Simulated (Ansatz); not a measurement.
# ZnO (zincite) (P6_3mc) in Ansatz: further runs, part 2 of 2

Ansatz 0.2.0. Earlier steps stand in the parts before.

## (3) Single point, LDA, 11.19 Å³/atom (volume scaled by 0.94)

input.yaml reads:

```yaml
crystal:
  lattice:
    - [3.1829769797, 0.0, 0.0]
    - [-1.5914884899, 2.7565389241, 0.0]
    - [0.0, 0.0, 5.0994402224]
  atoms:
    - { symbol: Zn, position: [0.6666666667, 0.3333333333, 0.0] }
    - { symbol: Zn, position: [0.3333333333, 0.6666666667, 0.5] }
    - { symbol: O, position: [0.3333333333, 0.6666666667, 0.87901] }
    - { symbol: O, position: [0.6666666667, 0.3333333333, 0.37901] }
hamiltonian:
  xc: lda
  pseudopotentials: { kind: paw, xc_functional: lda, accuracy: standard }
kpoints:
  mp_grid: { grid: [9, 9, 5] }
scf:
  occupations: { method: fermi_dirac, width: 0.05 }
output:
  forces: true
  stress: true
  eigenvalues: true
  write_density: true
  write_potential: true
  elf: true
  volumetric_format: npy
```

Potentials or basis: JTH PAW LDA.

Run with:

```bash
$ ansatz run input.yaml --threads 2 --pin off --max-ram 5120MiB --backend cpu --events-out ev --progress --plain --runs-dir out
```

The program printed:

```text
Warning: the checks of this Zn dataset prove no rule for summing its radial tables, as where they were carried onto another mesh than they were made on, and Gregory's rule is taken, under which a leading mesh point left out moves its sums only by what lay on the interval it spanned. That does not make them correct, and they differ from Quantum ESPRESSO's on this file; a re-export a fraction of a mesh step off can move them. hamiltonian.pseudopotentials.radial_quadrature: simpson_from_first_knot sums it by `pw.x`'s rule; on a PAW file no value gives `pw.x`'s numbers. What more to know: hamiltonian.pseudopotentials.radial_quadrature, in the input reference
Warning: the checks of this O dataset prove no rule for summing its radial tables, as where they were carried onto another mesh than they were made on, and Gregory's rule is taken, under which a leading mesh point left out moves its sums only by what lay on the interval it spanned. That does not make them correct, and they differ from Quantum ESPRESSO's on this file; a re-export a fraction of a mesh step off can move them. hamiltonian.pseudopotentials.radial_quadrature: simpson_from_first_knot sums it by `pw.x`'s rule; on a PAW file no value gives `pw.x`'s numbers. What more to know: hamiltonian.pseudopotentials.radial_quadrature, in the input reference
Warning: RAYON_NUM_THREADS=2 ignored (pool sized by the plan → 2); use --threads N
Engine: ansatz 0.2.0, x86_64-unknown-linux-gnu
Pseudopotentials: kind: paw
Pseudopotential: Zn, paw, valence charge 12, recommended cutoff 960 eV (normal), Zn.paw.azcp
Pseudopotential: O, paw, valence charge 6, recommended cutoff 1380 eV (normal), O.paw.azcp
Functional definition: SPW92
  exchange = slater_x
  correlation = pw_c
Crystal: 4 atoms, lattice volume = 44.742 Å³
Basis set: ecut = 1380 eV, 5215 PW (Γ)
Bands: 22, of which v1, the nominal top of the filled ones, is band 18 counted from 1 (17 counted from 0)
Symmetry: 12 space group operations
Space group: P63mc (ITA 186), of the structure as read, at distance tolerance 3.6e-5 Å
k-points: 36 of 405 (time reversal used)
Non-local potential: Zn, projectors of the file, l = 0: 2, l = 1: 2, l = 2: 2
Non-local potential: O, projectors of the file, l = 0: 2, l = 1: 2
PAW form: compensated (Kresse and Joubert's): semilocal exchange-correlation on the pseudo side sees the compensation charge
PAW one-centre angular grid: Zn, 590 points (default); XC on 93 of its mesh's 901 points in the sphere
PAW one-centre angular grid: O, 110 points (default); XC on 64 Gauss nodes
Initial density: superposition of atomic densities (chi_scale 0.1, normalization cell, long waves kept (reshape's long-wave potential 0.00 eV rms))
Initial wavefunctions: pseudopotential atomic-orbital guess
Functional: x = slater, c = lda
SCF iter   1: F=—  HF=-7601.145530 eV  |F-HF|=—  |Δ(HF+E_count)|=         —  Δρ=6.24e-2  dr2=1.26e0  ethr=3.10e-3  ⟨swp⟩=10.6  Hψ=6447  notcnv=0
preconditioner: auto → Resta (q_TF=auto, 2.631 Å⁻¹)  ε∞=6.8  [insulator: Δε(μ)=1.317 eV  Ē_g=13.874 eV  σ=0.050 eV  W_gap=1.00  n_scr=22 (ndim 8)  ℏωp=33.3 eV  f_vac=0.000  D(μ)=0.00/eV (n_scr^D=0)  ε∞_Penn≈6.8]
SCF iter   2: F=—  HF=-7600.684624 eV  |F-HF|=—  |Δ(HF+E_count)|=   4.61e-1  Δρ=1.94e-2  dr2=1.41e-1  ethr=3.10e-3  ⟨swp⟩=4.3  Hψ=2022  notcnv=0
SCF iter   3: F=—  HF=-7600.597064 eV  |F-HF|=—  |Δ(HF+E_count)|=   8.76e-2  Δρ=1.63e-2  dr2=1.06e-1  ethr=3.91e-4  ⟨swp⟩=3.3  Hψ=1955  notcnv=0
SCF iter   4: F=—  HF=-7600.561921 eV  |F-HF|=—  |Δ(HF+E_count)|=   3.51e-2  Δρ=6.71e-3  dr2=2.12e-2  ethr=2.95e-4  ⟨swp⟩=3.2  Hψ=1052  notcnv=0
SCF iter   5: F=—  HF=-7600.554369 eV  |F-HF|=—  |Δ(HF+E_count)|=   7.55e-3  Δρ=1.76e-3  dr2=9.45e-4  ethr=5.88e-5  ⟨swp⟩=3.2  Hψ=1532  notcnv=0
SCF iter   6: F=—  HF=-7600.554106 eV  |F-HF|=—  |Δ(HF+E_count)|=   2.62e-4  Δρ=2.91e-4  dr2=3.77e-5  ethr=2.62e-6  ⟨swp⟩=2.7  Hψ=1540  notcnv=0
SCF iter   7: F=—  HF=-7600.554174 eV  |F-HF|=—  |Δ(HF+E_count)|=   6.76e-5  Δρ=1.40e-4  dr2=5.25e-6  ethr=1.05e-7  ⟨swp⟩=2.1  Hψ=1444  notcnv=0
SCF iter   8: F=—  HF=-7600.554174 eV  |F-HF|=—  |Δ(HF+E_count)|=   2.17e-7  Δρ=2.19e-5  dr2=1.81e-7  ethr=1.46e-8  ⟨swp⟩=2.1  Hψ=1457  notcnv=0
SCF iter   9: F=-7600.554174 eV  HF=-7600.554174 eV  |F-HF|=2.47e-8  |Δ(HF+E_count)|=   1.48e-7  Δρ=8.30e-6  dr2=2.12e-8  ethr=2.78e-10  ⟨swp⟩=17.8  Hψ=10044  notcnv=0
SCF 1 converged in 9 iterations: F = -7600.554174 eV  dr2 = 2.12e-8
SCF converged after 9 iterations
Free energy (F): -7600.554174 eV
Harris-Foulkes:  -7600.554174 eV  (|F-HF|=2.47e-8)
Internal energy: -7600.554171 eV  (E = F + TS)
E sigma→0 (E₀):  -7600.554173 eV
Entropy (-TS):   -0.000003 eV (-0.001 meV/atom)
Fermi energy:    9.316329 eV
--- Per-component energies (eV) ---
  E_band       = 116.022205
  E_kinetic    = 775.264586
  E_local      = -3664.249977  (includes V_loc(G=0)·N_el)
  E_nonlocal   = 891.410127
  E_hartree    = 1063.029544
  E_xc         = -616.455614
  E_vxc        = -796.515285  (∫ρ·V_xc dr)
  E_paw        = -3025.219860  (= ΣΔE_a)
  E_vpaw       = 784.055731  (= ΣTr[D̂ρ^β])
  E_aug_tail   = 0.000175  (compensation charges beyond the density's cutoff)
  E_ewald      = -3024.333153
  E_smearing   = -0.000003  (= −TS)
  E_closure    = 0.000000  (closes the sum)
  Σ components = -7600.554174   (vs F -7600.554174, Δ=0.00e0)
--- Forces (eV/Å), atoms counted from 1 ---
  atom   1  Zn     0.00000000     0.00000000    -0.07279013
  atom   2  Zn    -0.00000000    -0.00000000    -0.07279013
  atom   3  O      0.00000000     0.00000000     0.07278749
  atom   4  O     -0.00000000    -0.00000000     0.07278749
  max |Σ_I F_I| component: 5.28e-6 eV/Å
--- Stress (GPa, compression-positive) ---
        1.029157      -0.000000       0.000000
       -0.000000       1.029157      -0.000000
        0.000000      -0.000000       3.162014
  P = ⅓ Tr σ = 1.7401 GPa (17.401 kbar)
--- Band table (eV; the first three rows and the last of 36) ---
  k-point 0: bands = ["-9.4661", "-8.5854", "2.6767", "2.7708", "2.7708", "2.8164", "2.9869", "2.9869", "4.1179", "4.1179", "4.3688", "4.3688", "4.6724", "7.9703", "7.9703", "8.7728", "8.8654", "8.8654", "9.6942", "14.1600", "17.1974", "21.8076"]
  k-point 1: bands = ["-9.3871", "-8.6749", "2.5508", "2.7267", "2.7814", "2.7814", "2.9550", "2.9550", "4.1509", "4.1509", "4.3553", "4.3553", "5.1113", "8.0570", "8.0570", "8.0575", "8.7816", "8.7816", "10.5373", "13.8298", "17.4854", "21.7978"]
  k-point 2: bands = ["-9.1754", "-8.9036", "2.4519", "2.5456", "2.8186", "2.8186", "2.8842", "2.8842", "4.2289", "4.2289", "4.3078", "4.3078", "6.0458", "7.0714", "8.2831", "8.2831", "8.5602", "8.5602", "11.7823", "12.9603", "18.3580", "19.8477"]
  k-point 35: bands = ["-8.4312", "-8.4312", "2.6924", "2.6924", "2.8561", "3.0584", "3.5991", "3.5991", "4.0966", "4.1435", "4.6927", "4.6927", "4.9953", "4.9953", "5.6281", "6.2556", "7.4359", "7.4359", "16.7112", "16.8882", "16.9813", "16.9813"]
```

rho_z.tsv:

```text
# z_ang	rho[e/angstrom^3]
# format = ansatz-planar-average/11
# lattice	3.182976980	0.000000000	0.000000000
# lattice	-1.591488490	2.756538924	0.000000000
# lattice	0.000000000	0.000000000	5.099440222
# sites	4
# site	30	1.591488490	0.918846308	0.000000000
# site	30	-0.000000000	1.837692616	2.549720111
# site	8	-0.000000000	1.837692616	4.482458950
# site	8	1.591488490	0.918846308	1.932738839
0.000000	1.550654e0
0.070826	1.480463e0
0.141651	1.375591e0
0.212477	1.240910e0
0.283302	1.084378e0
0.354128	9.159069e-1
[... 64 lines left out ...]
4.957789	1.591655e0
5.028615	1.586169e0
```

v_z.tsv:

```text
# z_ang	v_es[eV]	v_tot[eV]
# format = ansatz-planar-average/11
# xc	lda
# density_cutoff_ev	6900
# datasets	Zn=:gregory:compensated	O=:gregory:compensated
# lattice	3.182976980	0.000000000	0.000000000
# lattice	-1.591488490	2.756538924	0.000000000
# lattice	0.000000000	0.000000000	5.099440222
# sites	4
# site	30	1.591488490	0.918846308	0.000000000
# site	30	-0.000000000	1.837692616	2.549720111
# site	8	-0.000000000	1.837692616	4.482458950
# site	8	1.591488490	0.918846308	1.932738839
0.000000	-8.360733e0	-2.315620e1
0.070826	-7.617855e0	-2.204626e1
0.141651	-6.372510e0	-2.035546e1
0.212477	-4.575039e0	-1.804146e1
0.283302	-2.285749e0	-1.517329e1
0.354128	3.180625e-1	-1.194040e1
[... 64 lines left out ...]
4.957789	-8.479137e0	-2.376128e1
5.028615	-8.648548e0	-2.372927e1
```

Run time: 6.5 s. Hardware: 2 threads of Intel Xeon 6975P-C (Granite Rapids), shared host; peak memory 0.52 GiB.

What came out:

| Quantity | Value |
| --- | --- |
| Free energy | -7600.5542 eV |
| Pressure | 1.7 GPa |
| Largest force | 0.073 eV/Å |
| Band gap on the k mesh | 0.83 eV, direct |

Caveat: odd divisions of the mesh miss points on the zone boundary, where band edges often lie, so the gap on the mesh can be too wide.

## (4) Single point, LDA, 11.42 Å³/atom (volume scaled by 0.96)

input.yaml: that of step 3 with these lines changed.

```diff
@@ -2,5 +2,5 @@
   lattice:
-    - [3.1829769797, 0.0, 0.0]
-    - [-1.5914884899, 2.7565389241, 0.0]
-    - [0.0, 0.0, 5.0994402224]
+    - [3.2053930491, 0.0, 0.0]
+    - [-1.6026965246, 2.7759518096, 0.0]
+    - [0.0, 0.0, 5.1353529565]
   atoms:
@@ -21,5 +21 @@
   eigenvalues: true
-  write_density: true
-  write_potential: true
-  elf: true
-  volumetric_format: npy
```

Run with:

```bash
$ ansatz run input.yaml --threads 2 --pin off --max-ram 5120MiB --backend cpu --events-out ev --progress --plain --runs-dir out
```

It took 4.8 s on 2 threads of Intel Xeon 6975P-C (Granite Rapids), shared host; peak memory 0.52 GiB.

It converged, with:

```yaml
Free_energy: -7600.5542 eV
Pressure: -1.7 GPa
Largest_force: 0.065 eV/Å
Band_gap_on_the_k_mesh: 0.80 eV, direct
```

Caveat: odd divisions of the mesh miss points on the zone boundary, where band edges often lie, so the gap on the mesh can be too wide.

## (5) Single point, LDA, 11.66 Å³/atom (volume scaled by 0.98)

input.yaml: that of step 4 with these lines changed.

```diff
@@ -2,5 +2,5 @@
   lattice:
-    - [3.2053930491, 0.0, 0.0]
-    - [-1.6026965246, 2.7759518096, 0.0]
-    - [0.0, 0.0, 5.1353529565]
+    - [3.2274999067, 0.0, 0.0]
+    - [-1.6137499533, 2.7950969099, 0.0]
+    - [0.0, 0.0, 5.170770303]
   atoms:
```

Run with:

```bash
$ ansatz run input.yaml --threads 2 --pin off --max-ram 5120MiB --backend cpu --events-out ev --progress --plain --runs-dir out
```

Wall time 4.8 s (2 threads of Intel Xeon 6975P-C (Granite Rapids), shared host); peak memory 0.52 GiB.

It converged, with:

```
Free energy            : -7600.5350 eV
Pressure               : -4.7 GPa
Largest force          : 0.058 eV/Å
Band gap on the k mesh : 0.76 eV, direct
```

Caveat: odd divisions of the mesh miss points on the zone boundary, where band edges often lie, so the gap on the mesh can be too wide.

## (6) Single point, LDA, 11.90 Å³/atom

input.yaml: that of step 5 with these lines changed.

```diff
@@ -2,5 +2,5 @@
   lattice:
-    - [3.2274999067, 0.0, 0.0]
-    - [-1.6137499533, 2.7950969099, 0.0]
-    - [0.0, 0.0, 5.170770303]
+    - [3.249308, 0.0, 0.0]
+    - [-1.624654, 2.8139832727, 0.0]
+    - [0.0, 0.0, 5.205709]
   atoms:
```

Potentials or basis: JTH PAW LDA.

Run with:

```bash
$ ansatz run input.yaml --threads 2 --pin off --max-ram 5120MiB --backend cpu --events-out ev --progress --plain --runs-dir out
```

It took 4.9 s on 2 threads of Intel Xeon 6975P-C (Granite Rapids), shared host; peak memory 0.52 GiB.

It converged, with:

| Property | Result |
| --- | --- |
| Free energy | -7600.4987 eV |
| Pressure | -7.4 GPa |
| Largest force | 0.051 eV/Å |
| Band gap on the k mesh | 0.73 eV, direct |

Caveat: odd divisions of the mesh miss points on the zone boundary, where band edges often lie, so the gap on the mesh can be too wide.

## (7) Single point, LDA, 12.14 Å³/atom (volume scaled by 1.02)

input.yaml: that of step 6 with these lines changed.

```diff
@@ -2,5 +2,5 @@
   lattice:
-    - [3.249308, 0.0, 0.0]
-    - [-1.624654, 2.8139832727, 0.0]
-    - [0.0, 0.0, 5.205709]
+    - [3.2708272232, 0.0, 0.0]
+    - [-1.6354136116, 2.8326194666, 0.0]
+    - [0.0, 0.0, 5.2401848988]
   atoms:
```

Run with:

```bash
$ ansatz run input.yaml --threads 2 --pin off --max-ram 5120MiB --backend cpu --events-out ev --progress --plain --runs-dir out
```

It took 4.9 s on 2 threads of Intel Xeon 6975P-C (Granite Rapids), shared host; peak memory 0.52 GiB.

Results (log left out):

```yaml
Free_energy: -7600.4473 eV
Pressure: -9.9 GPa
Largest_force: 0.044 eV/Å
Band_gap_on_the_k_mesh: 0.70 eV, direct
```

Caveat: odd divisions of the mesh miss points on the zone boundary, where band edges often lie, so the gap on the mesh can be too wide.

## (8) Single point, LDA, 12.38 Å³/atom (volume scaled by 1.04)

input.yaml: that of step 7 with these lines changed.

```diff
@@ -2,5 +2,5 @@
   lattice:
-    - [3.2708272232, 0.0, 0.0]
-    - [-1.6354136116, 2.8326194666, 0.0]
-    - [0.0, 0.0, 5.2401848988]
+    - [3.2920669561, 0.0, 0.0]
+    - [-1.6460334781, 2.8510136149, 0.0]
+    - [0.0, 0.0, 5.2742130269]
   atoms:
```

Run with:

```bash
$ ansatz run input.yaml --threads 2 --pin off --max-ram 5120MiB --backend cpu --events-out ev --progress --plain --runs-dir out
```

It took 5 s on 2 threads of Intel Xeon 6975P-C (Granite Rapids), shared host; peak memory 0.52 GiB.

Results (log left out):

```
Free energy            : -7600.3822 eV
Pressure               : -12.0 GPa
Largest force          : 0.038 eV/Å
Band gap on the k mesh : 0.67 eV, direct
```

Caveat: odd divisions of the mesh miss points on the zone boundary, where band edges often lie, so the gap on the mesh can be too wide.

## (9) Single point, LDA, 12.61 Å³/atom (volume scaled by 1.06)

input.yaml: that of step 8 with these lines changed.

```diff
@@ -2,5 +2,5 @@
   lattice:
-    - [3.2920669561, 0.0, 0.0]
-    - [-1.6460334781, 2.8510136149, 0.0]
-    - [0.0, 0.0, 5.2742130269]
+    - [3.3130361008, 0.0, 0.0]
+    - [-1.6565180504, 2.8691734269, 0.0]
+    - [0.0, 0.0, 5.3078076462]
   atoms:
```

Potentials or basis: JTH PAW LDA.

Run with:

```bash
$ ansatz run input.yaml --threads 2 --pin off --max-ram 5120MiB --backend cpu --events-out ev --progress --plain --runs-dir out
```

Wall time 5.4 s (2 threads of Intel Xeon 6975P-C (Granite Rapids), shared host); peak memory 0.54 GiB.

Results (log left out):

- Free energy: -7600.3051 eV
- Pressure: -13.9 GPa
- Largest force: 0.032 eV/Å
- Band gap on the k mesh: 0.63 eV, direct

Caveat: odd divisions of the mesh miss points on the zone boundary, where band edges often lie, so the gap on the mesh can be too wide.

## (10) Equation of state, LDA

No new run: the results of the series are fitted here.

What came out:

```yaml
Equilibrium_volume: 11.30 Å³/atom
Bulk_modulus_at_fixed_shape_and_positions: 162 GPa
Pressure_derivative_of_the_bulk_modulus: 4.5
```

Energy against volume, from the lowest point:
```tsv
volume (Å³/atom)	energy (meV/atom)
11.186	0.00
11.424	0.00
11.662	4.79
11.900	13.86
12.138	26.73
12.376	42.99
12.614	62.28
```

Caveat: the cell was scaled at fixed shape and fractional positions, which overstates the stiffness of a crystal with free parameters, most of all of layers and chains.

## (11) Against experiment

Step 2. Measured gap of ZnO: 3.37 eV (quoted in “Electronic structure of alkaline earth and post-transition metal oxides”, 2009, arxiv:0908.1581). This calculation gives 1.23 eV (-2.14 eV). So large a miss can be the level of theory's own, or it may mean another phase, state or a wrong row. The value is that of m-r2SCAN, without temperature or zero-point motion.
